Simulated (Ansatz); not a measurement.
# Al: energy change per atom and pressure as volume scale varies

All results are calculated (Ansatz 0.2.0). Plane-wave DFT, scalar-relativistic PAW made under PBE with cores redone for the functional, no dispersion; the given relaxed cell is scaled uniformly, energy at zero smearing counts from the unscaled cell, pressure at the given Fermi-Dirac smearing is positive in compression.

The cell before it is scaled or strained (space group Pm-3m, No. 221):
```
CELL_PARAMETERS angstrom
2.73530 0.00000 0.00000
0.00000 2.73530 0.00000
0.00000 0.00000 2.73530
ATOMIC_POSITIONS crystal
Al 0.00000 0.00000 0.00000
```

Settings of every row: spin polarised no; functional revPBE; wave cutoff 420 eV; smearing width 0.1 eV; k mesh 13x13x13.

Atom starting moment: 0 on all atoms.

Limits: the cell comes from a prototype or a list of computed structures and needn't be the stable phase.

```
row  volume scale  V (Å³/atom)  energy change per atom (meV)  pressure (GPa)
  1          0.88       18.009                         62.43            9.35
  2          0.92       18.828                         25.14            5.54
  3          0.96       19.647                          5.53            2.45
  4          1.04       21.284                          5.82           -2.01
  5          1.08       22.102                             ?               ?
  6          1.12       22.921                         42.84           -4.85
```

Question: what energy change per atom and pressure should row 5 give?

Worked fit of energy change per atom. Take u = (V_r/V)^(2/3) − 1 with V_r = 19.647 Å³ an atom, which is twice the finite (Eulerian) strain; such expansions in the strain, on which the Birch-Murnaghan equation of state is built, carry the rest volume and the bulk modulus. The shown rows have u = 0.05975, 0.02879, 0, -0.05196, -0.09765. Least squares give energy change per atom = 5.661 + 442.4 × u + 8444.8 × u² meV; a straight line predicts inner rows, each left out in turn, worse (root mean square 24 against 0.45 meV). The rows lie off it by 0.19, -0.26, -0.13, 0.35, -0.15 (root mean square 0.23 meV). The withheld row has u = -0.07549, so the fit gives 5.661 + 442.4 × (-0.07549) + 8444.8 × (-0.07549)² = 20.39 meV.

The calculation gave 20.74 meV. The fit lies 0.35 meV (1.7 % of the value, 0.62 % of the column's range) below it; its largest miss of a shown row is 0.35 meV.

Worked fit of pressure. Take u = (V_r/V)^(2/3) − 1 with V_r = 19.647 Å³ an atom, which is twice the finite (Eulerian) strain; such expansions in the strain, on which the Birch-Murnaghan equation of state is built, carry the rest volume and the bulk modulus. The shown rows have u = 0.05975, 0.02879, 0, -0.05196, -0.09765. Least squares give pressure = 2.463 + 99.81 × u + 256.1 × u² GPa; a straight line predicts inner rows, each left out in turn, worse (root mean square 0.73 against 0.028 GPa). The rows lie off it by 0.01, -0.01, -0.01, 0.02, -0.01. The pressure vanishes at u = -0.0265, or V = 20.45 Å³ an atom, and there the bulk modulus at fixed shape and fractions is B = −V dP/dV = (2/3)(1 + u) dP/du = 56 GPa. The withheld row has u = -0.07549, so the fit gives 2.463 + 99.81 × (-0.07549) + 256.1 × (-0.07549)² = -3.61 GPa.

The calculation gave -3.6 GPa. The fit lies 0.01 GPa (0.07 % of the column's range) below it, one unit of the last digit.
